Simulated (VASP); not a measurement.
Li2S: single point with PBEsol

The system is Li2S.

```
Li S
1.0
     0.00000    2.90162    2.90162
     2.90162    0.00000    2.90162
     2.90162    2.90162    0.00000
Li S
2 1
Direct
  0.25000 0.25000 0.25000
  0.75000 0.75000 0.75000
  0.00000 0.00000 0.00000
```

The cell isn't the ideal one: Se replaced by S, lengths x 0.976, strained and moved within the space group.

```yaml
Program: VASP 6.6.1
Task: single point
Functional: PBEsol
Potentials_or_basis: VASP PAW PBE potentials, release 64 (Li_sv, S)
Cutoff: 520 eV
k_mesh: 6 × 6 × 6
Occupations: gaussian, width 0.1 eV
Spin: no spin polarisation
```

```
Band gap on the k mesh : 3.25 eV, indirect (least direct gap 3.84 eV)
```

Levels at points of the mesh, in eV from the valence-band top:
| k point | band 2 | band 3 | band 4 | band 5 | band 6 | band 7 | band 8 | band 9 | band 10 | band 11 |
| --- | --- | --- | --- | --- | --- | --- | --- | --- | --- | --- |
| (0.00, 0.00, 0.00) | -43.57 | -10.88 | 0.00 | 0.00 | 0.00 | 3.84 | 6.12 | 6.12 | 6.12 | 10.98 |
| (0.50, 0.00, 0.00) | -43.59 | -10.48 | -2.75 | -0.48 | -0.48 | 5.76 | 6.45 | 6.45 | 7.97 | 12.30 |
| (0.50, 0.50, 0.00) | -43.58 | -10.37 | -2.08 | -1.34 | -1.34 | 3.25 | 6.88 | 10.58 | 10.58 | 11.42 |

Wall time 20 s on 1 thread of AMD EPYC 7R13 Processor (Zen 3), on a shared host, peak memory 0.13 GiB.

 A k mesh can miss the band edges.
